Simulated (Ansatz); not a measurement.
# Li2S: properties at the relaxed cell

One table from this session's results is given with a row withheld; the runs are named, their logs left out.

The COD entry's cell or inner coordinates are ideal or old and differ from later refinements, so a difference from it is no clean test against experiment.

Method: DFT PBE, scalar-relativistic, plane waves, PAW, in Ansatz 0.2.0.

1 further run of the same task is left out (set aside as unsound or not needed).

**The system as given**

It takes space group Fm-3m (No. 225, cubic). Conventional cell: a = 5.706 Å, b = 5.706 Å, c = 5.706 Å, α = 90.00°, β = 90.00°, γ = 90.00°. Li (site symmetry -43m) has 4 S at 2.47 Å as nearest neighbours. S (site symmetry m-3m) is surrounded by 8 Li at 2.47 Å.

As a file:

```
Li S
1.0
     0.00000    2.85282    2.85282
     2.85282    0.00000    2.85282
     2.85282    2.85282    0.00000
Li S
2 1
Direct
  0.25000 0.25000 0.25000
  0.75000 0.75000 0.75000
  0.00000 0.00000 0.00000
```

It is the result of an earlier relaxation at this level (volume 15.48 Å³/atom; gap on the mesh: 3.39 eV).

Set-up of the first run:

input.yaml reads:

```yaml
crystal:
  lattice:
    - [0.0, 2.8528159648, 2.8528159648]
    - [2.8528159648, 0.0, 2.8528159648]
    - [2.8528159648, 2.8528159648, 0.0]
  atoms:
    - { symbol: Li, position: [0.25, 0.25, 0.25] }
    - { symbol: Li, position: [0.75, 0.75, 0.75] }
    - { symbol: S, position: [0.0, 0.0, 0.0] }
basis:
  ecutwfc: 420
kpoints:
  mp_grid: { grid: [8, 8, 8] }
  band_path:
    path:
      - [[0.0, 0.0, 0.0], [0.5, 0.0, 0.5], [0.625, 0.25, 0.625]]
      - [[0.375, 0.375, 0.75], [0.0, 0.0, 0.0], [0.5, 0.5, 0.5], [0.5, 0.25, 0.75], [0.5, 0.0, 0.5]]
    npoints: 14
hamiltonian:
  xc: pbe
scf:
  occupations: { method: gaussian, width: 0.02 }
  n_extra_bands: 7
output:
  forces: true
  stress: true
  eigenvalues: true
  populations: true
  dos: { projected: true, de: 0.02, nscf_kmesh: { grid: [12, 12, 12] } }
  bader: true
  write_density: true
  write_potential: true
  elf: true
  volumetric_format: npy
```

The run is started by

```bash
> ansatz run input.yaml --threads 1 --pin off --max-ram 2560MiB --backend cpu --events-out ev --progress --plain --runs-dir out
```

Steps of the session up to this table: Electronic structure at the relaxed geometry; Seeking the band edges over the whole zone; Eigenvalues a small step from each edge; Point at V/V0 = 0.97; Volume × 1.03; Point at V/V0 = 0.94; The cell scaled to 1.06 of its volume.

One of the session's tables, all rows but one given; the rest of the session is left out.

It belongs to the step «Fit of the equation of state». 

```
volume (Å³/atom)  energy above the lowest point (meV/atom)  pressure (GPa)  gap on the mesh (eV)
          14.550                                       7.8            2.84                  3.35
          15.014                                         ?               ?                     ?
          15.479                                       0.0            0.00                  3.39
          15.943                                       1.7           -1.13                  3.41
          16.407                                       6.4           -2.12                  3.42
```

**Question.** Estimate the row for volume (Å³/atom) = 15.014.

Worked estimate for «energy above the lowest point (meV/atom)». A straight line through the neighbours (14.550, 7.8) and (15.479, 0.0) gives 7.8 + (0.0 − 7.8) × (15.014 − 14.550) / (15.479 − 14.550) = 3.9; a parabola fitted to 3 rows on both sides gives 2.0.

As computed: energy above the lowest point (meV/atom): 1.9; pressure (GPa): 1.32; gap on the mesh (eV): 3.37. In «energy above the lowest point (meV/atom)» the line misses by +2.0 and the parabola by +0.1.
